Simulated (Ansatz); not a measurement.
The system is InSe.

```
CELL_PARAMETERS angstrom
2.00000 1.15470 8.44000
-2.00000 1.15470 8.44000
0.00000 -2.30940 8.44000
ATOMIC_POSITIONS crystal
In 0.88860 0.88860 0.88860
In 0.00000 0.00000 0.00000
Se 0.17190 0.17190 0.17190
Se 0.38350 0.38350 0.38350
```

Program: Ansatz 0.2.0. Alike in all runs: potentials or basis Ansatz PAW; no spin polarisation; cell as given.

Question: Order these runs on this cell by their band gap on the k mesh, lowest first.
A. level HF; k mesh 4 × 4 × 4; cutoff (eV) 420; smearing fermi-dirac 0.05 eV; points for each segment of the path 4; mesh quality coarse
B. level PBE; k mesh 8 × 8 × 8; cutoff (eV) 420; smearing gaussian 0.029 eV; mesh quality not flagged
C. level HSEsol; k mesh 4 × 4 × 4; cutoff (eV) 420; smearing fermi-dirac 0.05 eV; points for each segment of the path 4; mesh quality coarse
D. level r2SCAN50; k mesh 4 × 4 × 4; cutoff (eV) 500; smearing fermi-dirac 0.05 eV; points for each segment of the path 4; mesh quality coarse
E. level r2SCAN0; k mesh 4 × 4 × 4; cutoff (eV) 500; smearing fermi-dirac 0.05 eV; points for each segment of the path 4; mesh quality coarse

Answer: B (0.44 eV), C (1.07 eV), E (2.04 eV), D (3.33 eV), A (6.76 eV).

Caveats: some runs use coarse meshes; spin-orbit coupling is left out, which moves the levels of the heavy elements.

A k mesh can miss the band edges.
